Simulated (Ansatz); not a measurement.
Write the native input for Ansatz 0.2.0 that does the following.

```yaml
Task: relaxation of cell and atoms
Functional: PBE
Potentials_or_basis: all-electron LAPW, scalar-relativistic
Basis_error_allowed: 0.001 eV/atom
k_mesh: 10 × 10 × 5
Occupations: fermi-dirac, width 0.05 eV
Spin: no spin polarisation
Target_pressure: 20 GPa
```

The system is Hf.

```
CELL_PARAMETERS angstrom
3.19670 0.00000 0.00000
-1.59835 2.76842 0.00000
0.00000 0.00000 5.05780
ATOMIC_POSITIONS crystal
Hf 0.66667 0.33333 0.75000
Hf 0.33333 0.66667 0.25000
```

The input as run:

input.yaml

```yaml
crystal:
  lattice:
    - [3.1967, 0.0, 0.0]
    - [-1.59835, 2.7684234083, 0.0]
    - [0.0, 0.0, 5.0578]
  atoms:
    - { symbol: Hf, position: [0.6666666667, 0.3333333333, 0.75] }
    - { symbol: Hf, position: [0.3333333333, 0.6666666667, 0.25] }
kpoints:
  mp_grid: { grid: [10, 10, 5] }
scf:
  occupations: { method: fermi_dirac, width: 0.05 }
hamiltonian:
  xc: pbe
  pseudopotentials: { kind: all_electron, lapw: { basis_error: 0.001 } }
output:
  forces: true
  stress: true
relax:
  f_tol: 0.005
  max_steps: 60
  cell: { p_target: 20.0 }
```

Potentials or basis: all-electron LAPW, scalar-relativistic.

Command:

```sh
$ ansatz run input.yaml --threads 1 --pin off --max-ram 3072MiB --backend cpu --events-out ev --progress --plain --runs-dir out
```

Results of the run:

```
Relaxed volume                                         : 19.46 Å³/atom
Relaxed cell                                           : a = 3.047 Å, b = 3.047 Å, c = 4.839 Å, α = 90.00°, β = 90.00°, γ = 120.00°
Space group after relaxing (to 0.05 Å)                 : P6_3/mmc (No. 194)
Energy change on relaxing (the enthalpy is what falls) : +170.2 meV/atom
Ionic steps                                            : 5
Pressure after relaxing                                : 20.0 GPa
```

It took 58 s on 1 thread of Arm Neoverse V1 (shared host), peak memory 0.35 GiB.
